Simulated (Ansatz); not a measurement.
**Structures of AlNi: which is lowest?**

Plane-wave DFT in Ansatz with scalar-relativistic PAW potentials, cutoff 500 eV, Γ-centred meshes chosen by cell and gap, Gaussian smearing with energies taken to zero width. Every cell was relaxed (cell and atoms) in a run of its own, within the symmetry of its start. Functional: r2SCAN.

Relaxed structures (starts from databases or built by putting these elements on another compound's sites):
A. P6_3/mmc, 4 atoms in the computed cell, a = 2.700 Å, c = 7.716 Å; sites (symmetry × multiplicity) Al -3m. × 2, Ni -6m2 × 2; start: built
B. P4/mmm, 2 atoms in the computed cell, a = 2.860 Å, c = 2.870 Å; sites (symmetry × multiplicity) Al 4/mmm × 1, Ni 4/mmm × 1; start: database

Problem. Rank them by energy. Could pressure change the order?

Solution.
| structure | group | E − E(lowest) (meV/atom) | V (Å³/atom) | gap on mesh (eV) |
| --- | --- | --- | --- | --- |
| B | P4/mmm | 0.0 | 11.74 | 0.00 |
| A | P6_3/mmc | 258 | 12.18 | 0.00 |

B is lowest, 258 meV/atom under A. The lowest is also the densest of these, so pressure wouldn't bring one of the others in at first order. Other structures may lie lower than all of these, and vibrations aren't counted.

Spin polarisation was left out, and a magnetic state may lie lower.